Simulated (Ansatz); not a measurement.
Set up this calculation in Ansatz 0.2.0, as the native input.

```yaml
Task: relaxation of cell and atoms
Functional: PBE
Dispersion: D3(BJ)-ATM
Potentials_or_basis: Ansatz PAW
Cutoff: "420 eV (not typed: the program's choice for these potentials)"
k_mesh: 6 × 6 × 4
Occupations: fermi-dirac, width 0.05 eV
Spin: no spin polarisation
```

Crystal: SiO2.

```
Si O
1.0
     4.97559    0.00000    0.00000
     0.00000    4.97559    0.00000
     0.00000    0.00000    6.90089
Si O
4 8
Direct
  0.80325 0.80325 0.50000
  0.69675 0.30325 0.25000
  0.30325 0.69675 0.75000
  0.19675 0.19675 0.00000
  0.76176 0.11039 0.43204
  0.88961 0.23824 0.06796
  0.11039 0.76176 0.56796
  0.26176 0.38961 0.81796
  0.23824 0.88961 0.93204
  0.73824 0.61039 0.31796
  0.38961 0.26176 0.18204
  0.61039 0.73824 0.68204
```

The cell comes from a database or a generator and needn't be the stable form of this composition.

The input as run:

input.yaml

```yaml
crystal:
  lattice:
    - [4.97558882, 0.0, 0.0]
    - [0.0, 4.97558882, 0.0]
    - [0.0, 0.0, 6.90088944]
  atoms:
    - { symbol: Si, position: [0.80324656, 0.80324656, 0.5] }
    - { symbol: Si, position: [0.69675344, 0.30324656, 0.25] }
    - { symbol: Si, position: [0.30324656, 0.69675344, 0.75] }
    - { symbol: Si, position: [0.19675344, 0.19675344, 0.0] }
    - { symbol: O, position: [0.76175763, 0.11038707, 0.43204156] }
    - { symbol: O, position: [0.88961293, 0.23824237, 0.06795844] }
    - { symbol: O, position: [0.11038707, 0.76175763, 0.56795844] }
    - { symbol: O, position: [0.26175763, 0.38961293, 0.81795844] }
    - { symbol: O, position: [0.23824237, 0.88961293, 0.93204156] }
    - { symbol: O, position: [0.73824237, 0.61038707, 0.31795844] }
    - { symbol: O, position: [0.38961293, 0.26175763, 0.18204156] }
    - { symbol: O, position: [0.61038707, 0.73824237, 0.68204156] }
hamiltonian:
  xc: pbe
  pseudopotentials: { kind: paw }
  dispersion: d3bjatm
kpoints:
  mp_grid: { grid: [6, 6, 4] }
scf:
  occupations: { method: fermi_dirac, width: 0.05 }
output:
  forces: true
  stress: true
  eigenvalues: true
relax:
  f_tol: 0.01
  max_steps: 40
  cell: { stress_tol: 0.05 }
```

Potentials or basis: Ansatz PAW.

Launch:

```console
$ ansatz run input.yaml --threads 4 --pin off --max-ram 11264MiB --backend cpu --events-out ev --progress --plain --runs-dir out
```

It gave:

| Quantity | Value |
| --- | --- |
| Relaxed volume | 14.00 Å³/atom |
| Relaxed cell | a = 4.955 Å, b = 4.955 Å, c = 6.844 Å, α = 90.00°, β = 90.00°, γ = 90.00° |
| Space group after relaxing (to 0.05 Å) | P4_32_12 (No. 96) |
| Energy gained by relaxing | 4.2 meV/atom |
| Ionic steps | 9 |
| Pressure after relaxing | 0.0 GPa |
| Band gap on the k mesh | 5.64 eV, direct |

Caveat: the plane-wave basis is chosen anew once the cell has moved, so the energies of steps on either side of that aren't comparable; the pressure holds a Pulay correction of +0.6 GPa for the finite cutoff.

Run time: 49 s on 4 threads of AMD EPYC 7R43 64-Core Processor (Zen 3), with other jobs on the host, peak memory 0.61 GiB.
